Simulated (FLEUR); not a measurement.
# BP (F-43m) in FLEUR: notebook

Runs on BP. Level: LDA. Tasks: equation of state.

All numbers are computed with FLEUR MaX-R8.1 (later development tree); they aren't measurements. Logs are shortened: lines on timing, memory, paths and dates and some standing lists are left out, and cuts for length are marked.

**The experiment to reproduce.**

From “Equation of state of single-crystal cubic boron phosphide”, 2014, arxiv:1407.1677, for a bulk crystal of BP at 300 K: bulk modulus 179 ± 1 GPa.

How close the calculation comes is told below.

## 1. The structure

It takes space group F-43m (No. 216, cubic). Conventional cell: a = 4.538 Å, b = 4.538 Å, c = 4.538 Å, α = 90.00°, β = 90.00°, γ = 90.00°. P (site symmetry -43m) is surrounded by 4 B at 1.97 Å. B (site symmetry -43m) has 4 P at 1.97 Å as nearest neighbours.

## 2. Equation of state, LDA, 10.98 Å³/atom (volume scaled by 0.94)

Contents of inp.xml:

```xml
<?xml version="1.0" encoding="UTF-8" standalone="no"?>
<fleurInput fleurInputVersion="0.39">
   <comment>
      BP                                                                                                  
   </comment>
   <calculationSetup>
      <cutoffs Kmax="5.47" Gmax="17.0" GmaxXC="17.0" numbands="0"/>
      <scfLoop itmax="60" minDistance="0.00001" maxIterBroyd="15" imix="Anderson" alpha="0.05" precondParam="0.0" spinf="2.0" sdNocoIR="T"/>
      <coreElectrons ctail="T" frcor="F" kcrel="0" coretail_lmax="0"/>
      <xcFunctional name="vwn" relativisticCorrections="F"/>
      <magnetism jspins="1"/>
      <soc l_soc="F" theta="0.0" phi="0.0" spav="F"/>
      <expertModes spex="0" secvar="F"/>
      <geometryOptimization l_f="F" forcealpha="1.0" forcemix="BFGS" epsdisp="0.00001" epsforce="0.00001"/>
      <ldaU l_linMix="F" mixParam="0.05" spinf="1.0"/>
   </calculationSetup>
   <cell>
      <bzIntegration valenceElectrons="14.0" mode="hist" fermiSmearingEnergy="0.00183747">
         <kPointListSelection listName="default-1"/>
         <!-- k-points included here -->
         <xi:include xmlns:xi="http://www.w3.org/2001/XInclude" href="kpts.xml"> </xi:include>
      </bzIntegration>
      <!-- symmetry operations included here -->
      <xi:include xmlns:xi="http://www.w3.org/2001/XInclude" href="sym.xml"> </xi:include>
      <bulkLattice scale="0.9795861087">
         <bravaisMatrix>
            <row-1>    0.0000000000000000     4.2877885767174000     4.2877885767174000</row-1>
            <row-2>    4.2877885767174000     0.0000000000000000     4.2877885767174000</row-2>
            <row-3>    4.2877885767174000     4.2877885767174000     0.0000000000000000</row-3>
         </bravaisMatrix>
      </bulkLattice>
   </cell>
   <atomSpecies>
      <species name="Phosphorous (P)" element="P" atomicNumber="15">
         <mtSphere radius="1.79" gridPoints="609" logIncrement="0.019"/>
         <atomicCutoffs lmax="8" lnonsphr="8"/>
         <electronConfig flipSpins="F">
            <coreConfig>(1s1/2) (2s1/2)</coreConfig>
            <valenceConfig>(2p1/2) (2p3/2) (3s1/2) (3p1/2) (3p3/2)</valenceConfig>
            <stateOccupation state="(3p1/2)" spinUp="0.500000" spinDown="0.500000"/>
            <stateOccupation state="(3p3/2)" spinUp="1.000000" spinDown="1.000000"/>
         </electronConfig>
         <energyParameters s="3" p="3" d="3" f="4"/>
         <lo type="SCLO" l="1" n="2" eDeriv="0"/>
         <lo type="SCLO" l="0" n="3" eDeriv="2"/>
         <lo type="SCLO" l="2" n="3" eDeriv="2"/>
         <lo type="SCLO" l="3" n="4" eDeriv="2"/>
      </species>
      <species name="Boron (B)" element="B" atomicNumber="5">
         <mtSphere radius="1.55" gridPoints="529" logIncrement="0.019"/>
         <atomicCutoffs lmax="8" lnonsphr="8"/>
         <electronConfig flipSpins="F">
            <coreConfig>(1s1/2)</coreConfig>
            <valenceConfig>(2s1/2) (2p1/2) (2p3/2)</valenceConfig>
            <stateOccupation state="(2p1/2)" spinUp="0.166667" spinDown="0.166667"/>
            <stateOccupation state="(2p3/2)" spinUp="0.333333" spinDown="0.333333"/>
         </electronConfig>
         <energyParameters s="2" p="2" d="3" f="4"/>
         <lo type="SCLO" l="0" n="2" eDeriv="2"/>
         <lo type="SCLO" l="1" n="2" eDeriv="2"/>
         <lo type="SCLO" l="2" n="3" eDeriv="2"/>
      </species>
   </atomSpecies>
   <atomGroups>
      <atomGroup species="Phosphorous (P)">
         <relPos label="                   1">-1.000/4.000 -1.000/4.000 -1.000/4.000</relPos>
         <force calculate="T" relaxXYZ="TTT"/>
      </atomGroup>
      <atomGroup species="Boron (B)">
         <relPos label="                   2">.0000000000 .0000000000 .0000000000</relPos>
         <force calculate="T" relaxXYZ="TTT"/>
      </atomGroup>
   </atomGroups>
   <output dos="F" band="F" slice="F">
      <checks vchk="F" cdinf="F"/>
      <bandDOS minEnergy="-.5*Htr" maxEnergy="0.5*Htr" sigma="0.015" storeEVData="T"/>
      <vacuumDOS vacdos="F" integ="F" star="F" nstars="0" locx1="0.0" locy1="0.0" locx2="0.0" locy2="0.0" nstm="0" tworkf="0.0"/>
      <unfoldingBand unfoldBand="F" supercellX="1" supercellY="1" supercellZ="1"/>
      <plotting iplot="0" polar="F">
         <plot TwoD="T" vec1="  1.0  0.0  0.0" vec2="  0.0  1.0  0.0" vec3="  0.0  0.0  1.0" zero="  0.0  0.0  0.0" file="plot"/>
      </plotting>
      <chargeDensitySlicing numkpt="0" minEigenval="0.0" maxEigenval="0.0" nnne="0" pallst="F"/>
      <specialOutput eonly="F"/>
      <moessbauerParams electricFieldGradient="T" isomerShift="T" coreHyperfine="T" valenceHyperfine="T"/>
      <magneticCircularDichroism mcd="F" energyLo="-10.0" energyUp="0.0"/>
   </output>
  <!-- We include the file relax.xml here to enable relaxations (see documentation) -->
  <xi:include xmlns:xi="http://www.w3.org/2001/XInclude" href="relax.xml"> <xi:fallback/> </xi:include>
</fleurInput>
```

Potentials or basis: all-electron, FLAPW.

Command:

```bash
> inpgen -f crystal.txt -profile fastHighL
> # inp.xml edited to the form shown
> fleur_MPI
```

The log of the run:

```text
Welcome to FLEUR        (www.flapw.de)
      MaX-Release 8.1          (www.max-centre.eu)

 ========== k-point set info ==========
 Selected k-point list: default-1
 k-point list type: mesh
 10 x 10 x 10
 Number of k points: 47

 ------------Calculation Setup---------------------------
 Number of MPI-tasks      :            1
 Number of PE/node        :            1
 Number of OMP-threads    :            1
 Most efficient MPI parallelization for:
           1          47
 Additional eigenvalue parallelization possible
 Number of basis functions:          480
 Approximate size of matrices (H+S) per k-point:         0.007 GB
 --------------------------------------------------------
Nuclear radius smaller than smallest radial mesh point for atom type 2 -- skipping its core isomer shift
Nuclear radius smaller than smallest radial mesh point for atom type 2 -- skipping its isomer shift
 Iteration:     1   Distance:      17.31562353 me/bohr^3
Nuclear radius smaller than smallest radial mesh point for atom type 2 -- skipping its core isomer shift
Nuclear radius smaller than smallest radial mesh point for atom type 2 -- skipping its isomer shift
 Iteration:     2   Distance:      15.94559687 me/bohr^3
Nuclear radius smaller than smallest radial mesh point for atom type 2 -- skipping its core isomer shift
Nuclear radius smaller than smallest radial mesh point for atom type 2 -- skipping its isomer shift
 Iteration:     3   Distance:       6.28945302 me/bohr^3
Nuclear radius smaller than smallest radial mesh point for atom type 2 -- skipping its core isomer shift
Nuclear radius smaller than smallest radial mesh point for atom type 2 -- skipping its isomer shift
 Iteration:     4   Distance:       2.59565814 me/bohr^3
Nuclear radius smaller than smallest radial mesh point for atom type 2 -- skipping its core isomer shift
Nuclear radius smaller than smallest radial mesh point for atom type 2 -- skipping its isomer shift
 Iteration:     5   Distance:       1.11179966 me/bohr^3
Nuclear radius smaller than smallest radial mesh point for atom type 2 -- skipping its core isomer shift
Nuclear radius smaller than smallest radial mesh point for atom type 2 -- skipping its isomer shift
 Iteration:     6   Distance:       0.19195718 me/bohr^3
Nuclear radius smaller than smallest radial mesh point for atom type 2 -- skipping its core isomer shift
Nuclear radius smaller than smallest radial mesh point for atom type 2 -- skipping its isomer shift
 Iteration:     7   Distance:       0.16346160 me/bohr^3
Nuclear radius smaller than smallest radial mesh point for atom type 2 -- skipping its core isomer shift
Nuclear radius smaller than smallest radial mesh point for atom type 2 -- skipping its isomer shift
 Iteration:     8   Distance:       0.01674465 me/bohr^3
Nuclear radius smaller than smallest radial mesh point for atom type 2 -- skipping its core isomer shift
Nuclear radius smaller than smallest radial mesh point for atom type 2 -- skipping its isomer shift
 Iteration:     9   Distance:       0.01547568 me/bohr^3
Nuclear radius smaller than smallest radial mesh point for atom type 2 -- skipping its core isomer shift
Nuclear radius smaller than smallest radial mesh point for atom type 2 -- skipping its isomer shift
 Iteration:    10   Distance:       0.00125165 me/bohr^3
Nuclear radius smaller than smallest radial mesh point for atom type 2 -- skipping its core isomer shift
Nuclear radius smaller than smallest radial mesh point for atom type 2 -- skipping its isomer shift
 Iteration:    11   Distance:       0.00068917 me/bohr^3
Nuclear radius smaller than smallest radial mesh point for atom type 2 -- skipping its core isomer shift
Nuclear radius smaller than smallest radial mesh point for atom type 2 -- skipping its isomer shift
 Iteration:    12   Distance:       0.00003399 me/bohr^3
Nuclear radius smaller than smallest radial mesh point for atom type 2 -- skipping its core isomer shift
Nuclear radius smaller than smallest radial mesh point for atom type 2 -- skipping its isomer shift
 Iteration:    13   Distance:       0.00000335 me/bohr^3

 ********************************************************************
 Run finished successfully
 Stop message:
   all done
 ********************************************************************
```

Wall time 2.2 min (1 thread of Intel Xeon at 2.50GHz (Skylake/Cascade Lake), shared host); peak memory 0.06 GiB.

What came out:

```
Free energy                                           : -9950.4965 eV
Band gap on the k mesh                                : 1.12 eV, indirect (least direct gap 3.48 eV)
Valence electrons inside the program's atomic spheres : P 8.26; B 1.53 (radii P 1.79, B 1.55 bohr)
```

## 3. Equation of state, LDA, 11.21 Å³/atom (volume scaled by 0.96)

inp.xml: that of step 2 with these lines changed.

```diff
@@ -24,3 +24,3 @@
       <xi:include xmlns:xi="http://www.w3.org/2001/XInclude" href="sym.xml"> </xi:include>
-      <bulkLattice scale="0.9795861087">
+      <bulkLattice scale="0.9864848297">
          <bravaisMatrix>
```

Potentials or basis: all-electron, FLAPW.

Command:

```bash
> inpgen -f crystal.txt -profile fastHighL
> # inp.xml edited to the form shown
> fleur_MPI
```

It took 2.4 min on 1 thread of Intel Xeon at 2.50GHz (Skylake/Cascade Lake), shared host; peak memory 0.07 GiB.

Results (log left out):

```
Free energy                                           : -9950.5066 eV
Band gap on the k mesh                                : 1.14 eV, indirect (least direct gap 3.45 eV)
Valence electrons inside the program's atomic spheres : P 8.24; B 1.50 (radii P 1.79, B 1.55 bohr)
```

## 4. Equation of state, LDA, 11.68 Å³/atom

inp.xml: that of step 3 with these lines changed.

```diff
@@ -24,3 +24,3 @@
       <xi:include xmlns:xi="http://www.w3.org/2001/XInclude" href="sym.xml"> </xi:include>
-      <bulkLattice scale="0.9864848297">
+      <bulkLattice scale="1.0000000000">
          <bravaisMatrix>
```

Command:

```bash
> inpgen -f crystal.txt -profile fastHighL
> # inp.xml edited to the form shown
> fleur_MPI
```

Run time: 2.5 min. Hardware: 1 thread of Intel Xeon at 2.50GHz (Skylake/Cascade Lake), shared host; peak memory 0.07 GiB.

Results (log left out):

* Free energy: -9950.4947 eV
* Band gap on the k mesh: 1.19 eV, indirect (least direct gap 3.38 eV)
* Valence electrons inside the program's atomic spheres: P 8.21; B 1.46 (radii P 1.79, B 1.55 bohr)

## 5. Equation of state, LDA, 12.15 Å³/atom (volume scaled by 1.04)

inp.xml: that of step 4 with these lines changed.

```diff
@@ -24,3 +24,3 @@
       <xi:include xmlns:xi="http://www.w3.org/2001/XInclude" href="sym.xml"> </xi:include>
-      <bulkLattice scale="1.0000000000">
+      <bulkLattice scale="1.0131594038">
          <bravaisMatrix>
```

Command:

```bash
> inpgen -f crystal.txt -profile fastHighL
> # inp.xml edited to the form shown
> fleur_MPI
```

Wall time 2.6 min (1 thread of Intel Xeon at 2.50GHz (Skylake/Cascade Lake), shared host); peak memory 0.07 GiB.

It converged, with:

```
Free energy                                           : -9950.4464 eV
Band gap on the k mesh                                : 1.23 eV, indirect (least direct gap 3.32 eV)
Valence electrons inside the program's atomic spheres : P 8.19; B 1.42 (radii P 1.79, B 1.55 bohr)
```

## 6. Equation of state, LDA, 12.38 Å³/atom (volume scaled by 1.06)

inp.xml: that of step 5 with these lines changed.

```diff
@@ -24,3 +24,3 @@
       <xi:include xmlns:xi="http://www.w3.org/2001/XInclude" href="sym.xml"> </xi:include>
-      <bulkLattice scale="1.0131594038">
+      <bulkLattice scale="1.0196128224">
          <bravaisMatrix>
```

Potentials or basis: all-electron, FLAPW.

Command:

```bash
> inpgen -f crystal.txt -profile fastHighL
> # inp.xml edited to the form shown
> fleur_MPI
```

Wall time 2.7 min (1 thread of Intel Xeon at 2.50GHz (Skylake/Cascade Lake), shared host); peak memory 0.07 GiB.

The run converged. Its results:

```
Free energy                                           : -9950.4108 eV
Band gap on the k mesh                                : 1.26 eV, indirect (least direct gap 3.30 eV)
Valence electrons inside the program's atomic spheres : P 8.17; B 1.40 (radii P 1.79, B 1.55 bohr)
```

## 7. Equation of state, LDA

This step only gathers the single runs of the series.

Results:

- Equilibrium volume: 11.31 Å³/atom
- Bulk modulus: 176 GPa
- Pressure derivative of the bulk modulus: 3.8 (rough: it moves with the points fitted)

Energy against volume, from the lowest point:
```
volume (Å³/atom)  energy (meV/atom)
          10.981               5.05
          11.214               0.00
          11.682               5.95
          12.149              30.08
          12.383              47.93
```

LDA usually gives volumes a few per cent too small.

## 8. How close it comes

Step 7. Measured bulk modulus of BP: 179 GPa (300 K; “Equation of state of single-crystal cubic boron phosphide”, 2014, arxiv:1407.1677). This calculation gives 176 GPa (-1.7 %). 3 values of this kind are on record (173 to 179 GPa); this one was drawn at random among those near their median, those with a stated uncertainty first. The fit is for a static lattice scaled at fixed shape and fixed fractional positions.
